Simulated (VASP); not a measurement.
Write the native input for VASP 6.6.1 that does the following.

- Task: band structure
- Functional: PBE
- Potentials or basis: VASP PAW PBE potentials, release 64 (Fe)
- Cutoff: 520 eV
- k mesh: 18 × 18 × 18
- Occupations: methfessel-paxton, width 0.1 eV
- Spin: collinear spin, ferromagnetic start
- Starting moments: [4.0] μB
- Further INCAR settings: ALGO = Normal; EDIFF = 1e-06; NBANDS = 14; AMIX = 0.2; BMIX = 0.0001

The structure of Fe lies in POSCAR:

```
Fe                                      
1.0
   -1.4146323766      1.4146323766      1.4146323766
    1.4146323766     -1.4146323766      1.4146323766
    1.4146323766      1.4146323766     -1.4146323766
  Fe            
     1
Direct
     0.0000000000000000    0.0000000000000000    0.0000000000000000
```

These files were run (other wordings do the same):

INCAR

```
PREC = Accurate
ENCUT = 520
EDIFF = 1E-6
ISMEAR = 1
SIGMA = 0.1
LREAL = False
LASPH = True
NELM = 150
ALGO = Normal
ISIF = 2
LWAVE = False
LCHARG = False
ISPIN = 2
MAGMOM = 4
LORBIT = 11
LMAXMIX = 4
GGA = PE
NBANDS = 14
AMIX = 0.2
BMIX = 1E-4
AMIX_MAG = 0.8
BMIX_MAG = 1E-4
ICORELEVEL = 1
```

KPOINTS

```
regular mesh
0
Gamma
  18 18 18
```

KPOINTS_OPT

```
explicit points
64
Reciprocal
 0.0000000000  0.0000000000  0.0000000000 1
 0.0555555556 -0.0555555556  0.0555555556 1
 0.1111111111 -0.1111111111  0.1111111111 1
 0.1666666667 -0.1666666667  0.1666666667 1
 0.2222222222 -0.2222222222  0.2222222222 1
 0.2777777778 -0.2777777778  0.2777777778 1
 0.3333333333 -0.3333333333  0.3333333333 1
 0.3888888889 -0.3888888889  0.3888888889 1
 0.4444444444 -0.4444444444  0.4444444444 1
 0.5000000000 -0.5000000000  0.5000000000 1
 0.5000000000 -0.5000000000  0.5000000000 1
 0.4444444444 -0.4444444444  0.5000000000 1
 0.3888888889 -0.3888888889  0.5000000000 1
 0.3333333333 -0.3333333333  0.5000000000 1
 0.2777777778 -0.2777777778  0.5000000000 1
 0.2222222222 -0.2222222222  0.5000000000 1
 0.1666666667 -0.1666666667  0.5000000000 1
 0.1111111111 -0.1111111111  0.5000000000 1
 0.0555555556 -0.0555555556  0.5000000000 1
 0.0000000000  0.0000000000  0.5000000000 1
 0.0000000000  0.0000000000  0.5000000000 1
 0.0000000000  0.0000000000  0.4444444444 1
 0.0000000000  0.0000000000  0.3888888889 1
 0.0000000000  0.0000000000  0.3333333333 1
 0.0000000000  0.0000000000  0.2777777778 1
 0.0000000000  0.0000000000  0.2222222222 1
 0.0000000000  0.0000000000  0.1666666667 1
 0.0000000000  0.0000000000  0.1111111111 1
 0.0000000000  0.0000000000  0.0555555556 1
 0.0000000000  0.0000000000  0.0000000000 1
 0.0000000000  0.0000000000  0.0000000000 1
 0.0277777778  0.0277777778  0.0277777778 1
 0.0555555556  0.0555555556  0.0555555556 1
 0.0833333333  0.0833333333  0.0833333333 1
 0.1111111111  0.1111111111  0.1111111111 1
 0.1388888889  0.1388888889  0.1388888889 1
 0.1666666667  0.1666666667  0.1666666667 1
 0.1944444444  0.1944444444  0.1944444444 1
 0.2222222222  0.2222222222  0.2222222222 1
 0.2500000000  0.2500000000  0.2500000000 1
 0.2500000000  0.2500000000  0.2500000000 1
 0.2777777778  0.1666666667  0.2777777778 1
 0.3055555556  0.0833333333  0.3055555556 1
 0.3333333333  0.0000000000  0.3333333333 1
 0.3611111111 -0.0833333333  0.3611111111 1
 0.3888888889 -0.1666666667  0.3888888889 1
 0.4166666667 -0.2500000000  0.4166666667 1
 0.4444444444 -0.3333333333  0.4444444444 1
 0.4722222222 -0.4166666667  0.4722222222 1
 0.5000000000 -0.5000000000  0.5000000000 1
 0.2500000000  0.2500000000  0.2500000000 1
 0.2222222222  0.2222222222  0.2777777778 1
 0.1944444444  0.1944444444  0.3055555556 1
 0.1666666667  0.1666666667  0.3333333333 1
 0.1388888889  0.1388888889  0.3611111111 1
 0.1111111111  0.1111111111  0.3888888889 1
 0.0833333333  0.0833333333  0.4166666667 1
 0.0555555556  0.0555555556  0.4444444444 1
 0.0277777778  0.0277777778  0.4722222222 1
 0.0000000000  0.0000000000  0.5000000000 1
 0.0000000000  0.0000000000  0.0000000000 1
 0.5000000000 -0.5000000000  0.5000000000 1
 0.2500000000  0.2500000000  0.2500000000 1
 0.0000000000  0.0000000000  0.5000000000 1
```

Potentials or basis: VASP PAW PBE potentials, release 64 (Fe).

Command:

```sh
$ cat potpaw_PBE.64/Fe/POTCAR > POTCAR
$ mpirun -np 1 vasp_std > vasp.out
```

It gave:

| Quantity | Value |
| --- | --- |
| Pressure | 0.1 GPa |
| Band gap along the path | none (metal or under the smearing width) |
| Net moment | 2.17 μB per cell |
| Site moments | Fe +2.17 μB |
| Valence electrons inside the program's atomic spheres | Fe 7.27 |

It took 69 s on 1 thread of Intel(R) Xeon(R) Platinum 8375C CPU @ 2.90GHz (Ice Lake), with other jobs on the host, peak memory 0.19 GiB.
